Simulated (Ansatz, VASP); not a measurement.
One calculation of PbSe, two programs

INCAR

```
SYSTEM = PbSe
PREC = Accurate
ENCUT = 520
EDIFF = 1E-7
ISMEAR = -1
SIGMA = 0.05
LREAL = .FALSE.
LASPH = .TRUE.
NELM = 80
ALGO = Normal
ISIF = 2
LWAVE = .FALSE.
LCHARG = .FALSE.
GGA = PS
NBANDS = 17
```

File KPOINTS:

```
regular mesh
0
G
  7 7 7
  0 0 0
```

Contents of POSCAR:

```
PbSe
1.0
    3.7843220000      0.0000000000      0.0000000000
    0.0000000000      3.7843220000      0.0000000000
    0.0000000000      0.0000000000      3.7843220000
Pb Se
1 1
Direct
    0.0000000000      0.0000000000      0.0000000000
    0.5000000000      0.5000000000      0.5000000000
```

File input.yaml:

```yaml
crystal:
  lattice:
    - [3.784322, 0.0, 0.0]
    - [0.0, 3.784322, 0.0]
    - [0.0, 0.0, 3.784322]
  atoms:
    - { symbol: Pb, position: [0.0, 0.0, 0.0] }
    - { symbol: Se, position: [0.5, 0.5, 0.5] }
kpoints:
  mp_grid: { grid: [7, 7, 7] }
scf:
  occupations: { method: fermi_dirac, width: 0.05 }
hamiltonian:
  xc: pbesol
  pseudopotentials: { kind: all_electron, lapw: { basis_error: 0.001 } }
output:
  forces: true
  stress: true
  eigenvalues: true
```

Alike in both runs: task single point; functional PBEsol; k mesh 7 × 7 × 7; occupations fermi-dirac, width 0.05 eV; no spin polarisation.

|  | VASP | Ansatz |
| --- | --- | --- |
| version | VASP 6.6.1 | Ansatz 0.2.0 |
| potentials or method | VASP PAW PBE potentials, release 64 (Pb_d, Se) | all-electron LAPW, scalar-relativistic |
| plane-wave cutoff (eV) | 520 | see its input |

```csv
,VASP,Ansatz,Ansatz less VASP
gap on the k mesh at the Fermi level (eV),none,none,-
pressure (GPa),-3.3,-3.2,+0.01
```

A gap of «none» marks a metal or a gap that the smearing closes. Ansatz ran all-electron here, so the differences hold the error of VASP's frozen core and of both bases.

Caveats: the PAW data sets were made with another functional, which shifts forces and pressure a little (VASP). Spin-orbit coupling is left out, which matters for the levels of Pb.
